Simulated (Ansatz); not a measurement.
A plane-wave DFT run in Ansatz 0.2.0 (scalar-relativistic PAW potentials unless the input names others): input and command.

```yaml
crystal:
  lattice:
    - [3.1807290375, 0.0, 0.0]
    - [0.0, 3.1807290375, 0.0]
    - [0.0, 0.0, 23.9964602861]
  atoms:
    - { symbol: Ga, position: [0.5, 0.5, 0.3125460968] }
    - { symbol: "N", position: [0.5, 0.0, 0.3594095726] }
    - { symbol: Ga, position: [0.0, 0.0, 0.4062730484] }
    - { symbol: "N", position: [0.0, 0.5, 0.4531365242] }
    - { symbol: Ga, position: [0.5, 0.5, 0.5] }
    - { symbol: "N", position: [0.5, 0.0, 0.5468634758] }
    - { symbol: Ga, position: [0.0, 0.0, 0.5937269516] }
    - { symbol: "N", position: [0.0, 0.5, 0.6405904274] }
    - { symbol: Ga, position: [0.5, 0.5, 0.6874539032] }
basis:
  ecutwfc: 420
kpoints:
  mp_grid: { grid: [12, 12, 1] }
hamiltonian:
  xc: r2scan
scf:
  occupations: { method: gaussian, width: 0.05 }
output:
  forces: true
  eigenvalues: true
  stress: true
efield:
  axis: 3
  dipole_correction: true
  ramp_width: 0.04
```

```bash
ansatz run input.yaml --threads 1 --pin off --max-ram 2560MiB --backend cpu --events-out ev --progress --plain --runs-dir out
```

Abridged log:
```
Warning: basis.ecutwfc = 420 eV is below the records' recommended 500 eV, and the density's cutoff is lower with it unless basis.ecutrho_ratio is high enough to keep the records' density cutoff: compare with a run at a higher cutoff
Basis set: ecut = 420 eV, 4785 PW (Γ), exchange–correlation on 96×96×648 points (64 copies of the dense FFT grid, shifted against one another)
Bands: 52, of which v1, the nominal top of the filled ones, is band 43 counted from 1 (42 counted from 0)
Symmetry: 4 space group operations
k-points: 49 of 144
SCF iter   1: F=—  HF=-20492.600898 eV  |F-HF|=—  |Δ(HF+E_count)|=         —  Δρ=8.86e-3  dr2=1.34e-1  dr2_τ=3.85e-1  ethr=1.77e-3  p=0.000 e·Å  D=1.57e-13 V/Å  ΔV_dip= 0.00 eV  dr2_dipole=2.83e-8  V_vac-E_F(+/−)=4.98/4.98 eV  ⟨swp⟩=6.8  Hψ=11082  notcnv=0  defer=33
efield: sawtooth ramp at fractional position 0.9800 (placed from the atoms, in the widest stretch of the axis that holds none; the zero of the levels goes with the place), width 0.0400; the density the first Hamiltonian is built on has a dipole p = 0.000 e·Å; the dipole correction subtracts the counter field D = 1.57e-13 V/Å, which shifts the + side's vacuum level by  0.00 eV against the − side's; the planar-averaged density in the ramp window peaks in size at 2.5e-5 e/Å³
SCF iter   2: F=—  HF=-20492.777638 eV  |F-HF|=—  |Δ(HF+E_count)|=   1.77e-1  Δρ=6.27e-3  dr2=6.34e-2  dr2_τ=1.36e-3  ethr=1.58e-4  p=0.000 e·Å  D=2.70e-6 V/Å  ΔV_dip= 0.00 eV  dr2_dipole=4.72e-8  V_vac-E_F(+/−)=5.32/5.32 eV  ⟨swp⟩=3.1  Hψ=5541  notcnv=0  defer=211
SCF iter   3: F=—  HF=-20492.719286 eV  |F-HF|=—  |Δ(HF+E_count)|=   5.84e-2  Δρ=2.35e-3  dr2=7.64e-3  dr2_τ=2.37e-4  ethr=7.46e-5  p=0.000 e·Å  D=1.21e-6 V/Å  ΔV_dip= 0.00 eV  dr2_dipole=1.49e-8  V_vac-E_F(+/−)=5.41/5.41 eV  ⟨swp⟩=2.0  Hψ=4674  notcnv=0  defer=211
SCF iter   4: F=—  HF=-20492.716595 eV  |F-HF|=—  |Δ(HF+E_count)|=   2.69e-3  Δρ=8.28e-4  dr2=2.23e-3  dr2_τ=1.67e-4  ethr=8.99e-6  p=0.000 e·Å  D=1.29e-6 V/Å  ΔV_dip= 0.00 eV  dr2_dipole=5.46e-10  V_vac-E_F(+/−)=5.43/5.43 eV  ⟨swp⟩=2.3  Hψ=4708  notcnv=0  defer=211
SCF iter   5: F=—  HF=-20492.716320 eV  |F-HF|=—  |Δ(HF+E_count)|=   2.75e-4  Δρ=3.16e-4  dr2=3.00e-4  dr2_τ=3.56e-5  ethr=2.62e-6  p=0.000 e·Å  D=1.05e-6 V/Å  ΔV_dip= 0.00 eV  dr2_dipole=4.05e-11  V_vac-E_F(+/−)=5.45/5.45 eV  ⟨swp⟩=2.4  Hψ=4432  notcnv=0  defer=211
SCF iter   6: F=—  HF=-20492.716378 eV  |F-HF|=—  |Δ(HF+E_count)|=   5.83e-5  Δρ=1.04e-4  dr2=3.16e-5  dr2_τ=1.61e-6  ethr=3.53e-7  p=0.000 e·Å  D=5.70e-7 V/Å  ΔV_dip= 0.00 eV  dr2_dipole=3.55e-17  V_vac-E_F(+/−)=5.46/5.46 eV  ⟨swp⟩=2.1  Hψ=3972  notcnv=0  defer=211
SCF iter   7: F=—  HF=-20492.716522 eV  |F-HF|=—  |Δ(HF+E_count)|=   1.44e-4  Δρ=4.70e-5  dr2=9.94e-6  dr2_τ=2.01e-7  ethr=3.72e-8  p=0.000 e·Å  D=1.84e-7 V/Å  ΔV_dip= 0.00 eV  dr2_dipole=1.10e-11  V_vac-E_F(+/−)=5.47/5.47 eV  ⟨swp⟩=2.0  Hψ=4394  notcnv=0  defer=211
SCF iter   8: F=—  HF=-20492.716524 eV  |F-HF|=—  |Δ(HF+E_count)|=   1.59e-6  Δρ=1.62e-5  dr2=9.64e-7  dr2_τ=3.18e-8  ethr=1.17e-8  p=0.000 e·Å  D=3.57e-8 V/Å  ΔV_dip= 0.00 eV  dr2_dipole=2.81e-13  V_vac-E_F(+/−)=5.47/5.47 eV  ⟨swp⟩=2.0  Hψ=4391  notcnv=0  defer=211
SCF iter   9: F=—  HF=-20492.716524 eV  |F-HF|=—  |Δ(HF+E_count)|=   8.08e-8  Δρ=5.30e-6  dr2=1.02e-7  dr2_τ=1.26e-9  ethr=1.13e-9  p=0.000 e·Å  D=1.69e-8 V/Å  ΔV_dip= 0.00 eV  dr2_dipole=2.09e-13  V_vac-E_F(+/−)=5.47/5.47 eV  ⟨swp⟩=2.4  Hψ=4464  notcnv=0  defer=211
SCF iter  10: F=-20492.716524 eV  HF=-20492.716524 eV  |F-HF|=2.98e-9  |Δ(HF+E_count)|=   1.53e-7  Δρ=2.55e-6  dr2=1.64e-8  dr2_τ=3.42e-10  ethr=1.18e-10  p= 0.000 e·Å  D=-5.03e-9 V/Å  ΔV_dip=0.00 eV  dr2_dipole=3.17e-13  V_vac-E_F(+/−)=5.47/5.47 eV  ⟨swp⟩=16.0  Hψ=13559  notcnv=0
SCF 1 converged in 10 iterations: F = -20492.716524 eV  dr2 = 1.64e-8
SCF converged after 10 iterations
Free energy (F): -20492.716524 eV
Harris-Foulkes:  -20492.716524 eV  (|F-HF|=2.98e-9)
Internal energy: -20492.714052 eV  (E = F + TS)
E sigma→0 (E₀):  -20492.715288 eV
Entropy (-TS):   -0.002472 eV (-0.275 meV/atom)
Fermi energy:    1.840463 eV
Dipole field:    D = 0.000001 V/Å  (p = 0.000001 e·Å, saw-weighted, corrected)
Work function:   Φ+ = 5.4716 eV   Φ− = 5.4716 eV
Levels:          The Fermi level and band energies are counted from a zero that moves with the ramp; work functions are not
--- Forces (eV/Å), atoms counted from 1 ---
  atom   1  Ga     0.00000000     0.00000000    -0.83773452
  atom   2  N      0.00000000     0.00000000     0.70967510
  atom   3  Ga     0.00000000     0.00000000     0.14063705
  atom   4  N      0.00000000     0.00000000    -0.00077929
  atom   5  Ga     0.00000000     0.00000000    -0.00000711
  atom   6  N      0.00000000     0.00000000     0.00079558
  atom   7  Ga     0.00000000     0.00000000    -0.14063804
  atom   8  N      0.00000000     0.00000000    -0.70968931
  atom   9  Ga     0.00000000     0.00000000     0.83774151
--- Stress (GPa, compression-positive) ---
       -0.485170       0.000000       0.000000
        0.000000      -0.485169       0.000000
        0.000000       0.000000       1.397865
  P = ⅓ Tr σ = 0.1425 GPa (1.425 kbar)
```

Apart from outputs and empty bands, the input differs from a reference run on usual settings in hamiltonian.xc: "pbesol" → "r2scan"; kpoints.mp_grid.grid: [8, 8, 1] → [12, 12, 1]. The reference, at the same geometry (not necessarily relaxed), gave pressure 0.17 GPa (averaged over a cell that holds vacuum), largest force 0.850 eV/Å, no gap on the mesh. This run converged in 10 SCF iterations (reference: 11) with a total energy on another zero, pressure 0.14 GPa (averaged over a cell that holds vacuum), largest force 0.838 eV/Å, no gap on the mesh. Its cutoff is looser than usual. The Hamiltonian differs as well, so the change in the result can't be put down to that alone.

It took 110 s on 1 thread of Arm Neoverse V1, on a shared host, peak memory 0.92 GiB.